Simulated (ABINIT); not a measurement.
Crystal: TaN.

```
CELL_PARAMETERS angstrom
2.73231 0.00000 0.00000
0.00000 2.73231 0.00000
0.00000 0.00000 2.73231
ATOMIC_POSITIONS crystal
Ta 0.00000 0.00000 0.00000
N 0.50000 0.50000 0.50000
```

The cell comes from a database or a generator and needn't be the stable form of this composition.

Base run:

```yaml
Program: ABINIT 10.8.3 (patched build)
Functional: PBE
Potentials_or_basis: JTH PAW PBE v2.0
Cutoff: 707 eV
k_mesh: 10 × 10 × 10
Occupations: fermi-dirac, width 0.05 eV
Spin: no spin polarisation
```

Its results: band gap on the k mesh none (metal or under the smearing width); pressure 5.6 GPa.

**Question.** The run is repeated on the same cell with these changes: potentials or basis from JTH PAW PBE v2.0 to PseudoDojo NC SR PBE v0.4.1 standard; cutoff from 707 eV to 952 eV; k mesh from 10 × 10 × 10 to 8 × 8 × 8. What comes out?

**Answer.** Band gap on the k mesh none (metal or under the smearing width); pressure 7.2 GPa.

Not every run made on this cell is shown here.
